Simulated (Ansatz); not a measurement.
Rh: enthalpy against pressure

Rh, P6_3/mmc, a = 2.689 Å, c = 8.777 Å. This isn't the element's structure at ambient conditions. Ansatz: r2SCAN, PAW, 500 eV, Γ-centred 18×18×6 mesh on 4 atoms, Gaussian smearing 0.10 eV; no spin polarisation. Cell and atoms are relaxed at each pressure, and no other structure is tried, so the rows at high pressure may lie past a change of phase. y is the enthalpy over the state at zero pressure; there V0 = 13.739 Å³/atom. The pressures are the targets, met within 0.03 GPa.

```tsv
P (GPa)	y (eV/atom)
-3.0	-0.2586
0.0	0.0000
3.0	0.2559
8.0	0.6767
15.0	?
30.0	2.4577
60.0	4.7448
```

Task: Fit y = c1 P + c2 P² + c3 P³ to the other rows, say what c1 and c2 mean, and predict the missing value.

Result: Least squares on the rows shown. y = 0.085707 P − 0.00014186 P² + 5.2343×10⁻⁷ P³. Since dH/dP = V, c1 is V0: 0.085707 eV/GPa × 160.2 = 13.730 Å³ against 13.739; c2 = −V0/(2B0) gives B0 = 302 GPa, where a Birch–Murnaghan fit to the volumes of the same runs (not shown) gives 281 GPa: a cubic over this range folds the higher terms into c2. At P = 15.0 the fit asked for gives 1.2555 eV/atom. The run gave 1.2550 eV/atom, so the fit is 0.0005 eV/atom too high, a small miss on the scale of the series.